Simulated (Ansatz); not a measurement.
**Cu: element swaps in one structure**

One table from this session's results is given with a row withheld; the runs are named, their logs left out.

Computed with Ansatz 0.2.0 (DFT PBEsol, scalar-relativistic, plane waves, PAW, unless a step's input says otherwise).

1 further run of the same task is left out (set aside as unsound or not needed).

### The starting structure

Symmetry: I4/mmm, No. 139, tetragonal system. Conventional cell: a = 2.890 Å, b = 2.890 Å, c = 2.720 Å, α = 90.00°, β = 90.00°, γ = 90.00°. Around Cu (site symmetry 4/mmm) lie 10 Cu at 2.45 to 2.72 Å.

Structure file:

```xyz
1
Lattice="-1.4451 1.4451 1.3600 1.4451 -1.4451 1.3600 1.4451 1.4451 -1.3600" Properties=species:S:1:pos:R:3 pbc="T T T"
Cu    0.0000    0.0000    0.0000
```

It goes back to an entry of the Materials Project, which need not be the stable form.

This cell was relaxed beforehand with the same method: volume 11.36 Å³/atom, gap on the mesh none (metal).

The first run:

input.yaml reads:

```yaml
crystal:
  lattice:
    - [-1.5472930749, 1.5472930749, 1.4561911058]
    - [1.5472930749, -1.5472930749, 1.4561911058]
    - [1.5472930749, 1.5472930749, -1.4561911058]
  atoms:
    - { symbol: Pb, position: [0.0, 0.0, 0.0] }
basis:
  ecutwfc: 420
kpoints:
  mp_grid: { grid: [8, 8, 8] }
hamiltonian:
  xc: pbesol
scf:
  occupations: { method: gaussian, width: 0.1 }
output:
  forces: true
  stress: true
  eigenvalues: true
```

Run with:

```console
> ansatz run input.yaml --threads 1 --pin off --max-ram 2560MiB --backend cpu --events-out ev --progress --plain --runs-dir out
```

Among the steps run: Quick check of gap, pressure and forces (Pb); A loose first relaxation (Pb); Relaxing cell and atoms (Pb); Probe: one point at the start (Tl); A loose first relaxation (Tl); Full relaxation (Tl).

One table of the session follows, with a row left open; its other results are not shown here.

It belongs to the step «The crystals compared». Lengths are those of the vectors of the cell that was run:

| swap | volume (Å³/atom) | a (Å) | b (Å) | c (Å) | moment (μB/cell) |
| --- | --- | --- | --- | --- | --- |
| none | 11.36 | 2.455 | 2.455 | 2.455 | 0.00 |
| Cu → Co | ? | ? | ? | ? | ? |
| Cu → Ni | 10.49 | 2.399 | 2.399 | 2.399 | 0.58 |
| Cu → Ag | 16.80 | 2.802 | 2.802 | 2.802 | 0.00 |
| Cu → Ba | 58.06 | 4.225 | 4.225 | 4.225 | 0.00 |
| Cu → Pb | 30.11 | 3.417 | 3.417 | 3.417 | 0.00 |
| Cu → Tl | 28.60 | 3.337 | 3.337 | 3.337 | 0.00 |

Estimate the missing values for Cu → Co.

**Answer.** volume (Å³/atom): 10.58; a (Å): 2.399; b (Å): 2.399; c (Å): 2.399; moment (μB/cell): 1.71. In the column «volume (Å³/atom)» it lies between Cu → Ni (10.49) and none (11.36).

Lengths are those of the computed cell. Rows of earlier swaps come from the sessions before.
